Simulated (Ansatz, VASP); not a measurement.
# MgB2 in VASP and in Ansatz

```xyz
3
Lattice="3.0850 0.0000 0.0000 -1.5425 2.6717 0.0000 0.0000 0.0000 3.5230" Properties=species:S:1:pos:R:3 pbc="T T T"
Mg    0.0000    0.0000    0.0000
B     1.5425    0.8906    1.7615
B     0.0000    1.7811    1.7615
```

Alike in both runs: task single point; functional PBE; k mesh 10 × 10 × 8; occupations fermi-dirac, width 0.05 eV; no spin polarisation.

|  | VASP | Ansatz |
| --- | --- | --- |
| version | VASP 6.6.1 | Ansatz 0.2.0 |
| potentials or method | VASP PAW PBE potentials, release 64 (Mg, B) | Ansatz PAW |
| plane-wave cutoff (eV) | 520 | 420 |
| valence electrons in the cell | 8 | 16 |

|  | VASP | Ansatz | Ansatz less VASP |
| --- | --- | --- | --- |
| gap on the k mesh at the Fermi level (eV) | none | none | - |
| pressure (GPa) | -1.2 | -0.9 | +0.26 |
| largest component of the traceless stress (GPa) | 0.11 | 0.01 | -0.099 |

A gap of «none» marks a metal or a gap that the smearing closes. The two sets of potentials don't hold the same shells in valence.
